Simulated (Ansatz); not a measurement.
C₃H₆O, SMILES `C[C](C)[O]` (triplet), relaxed with UKS PBE0-D4/def2-TZVP in Ansatz 0.2.0 from a PBE-D4/def2-SVP geometry. The force threshold is 0.005 eV/Å; the program also tests the step.

Total charge 0; spin multiplicity 3.

Start:

```xyz
10

C     0.565   -1.042    0.552
C     0.147   -0.171   -0.627
C    -0.779    1.000   -0.320
O     1.132    0.130   -1.441
H     1.148   -1.918    0.205
H     1.192   -0.476    1.284
H    -0.350   -1.400    1.066
H    -1.674    0.612    0.206
H    -1.100    1.502   -1.253
H    -0.281    1.763    0.330
```

(1) By how much does the energy fall, and how many steps does the optimiser take? (Best estimate.)

(2) Which bonds change most? (An estimate is asked.)

(3) Give the relaxed structure. (Estimate.)

Results:

(1) Ansatz gave: 0.04 eV, in 6 steps, 1 of them rejected.

(2) Ansatz gave: C2–C3 from 1.524 to 1.504 Å; C1–C2 from 1.524 to 1.504 Å; C3–H10 from 1.119 to 1.100 Å; C1–H6 from 1.119 to 1.100 Å.

(3) Computed: 
```xyz
10

C     0.563   -1.041    0.548
C     0.144   -0.160   -0.597
C    -0.777    0.997   -0.321
O     1.134    0.145   -1.409
H     1.122   -1.907    0.191
H     1.194   -0.497    1.266
H    -0.332   -1.392    1.064
H    -1.658    0.624    0.204
H    -1.099    1.471   -1.249
H    -0.291    1.760    0.303
```
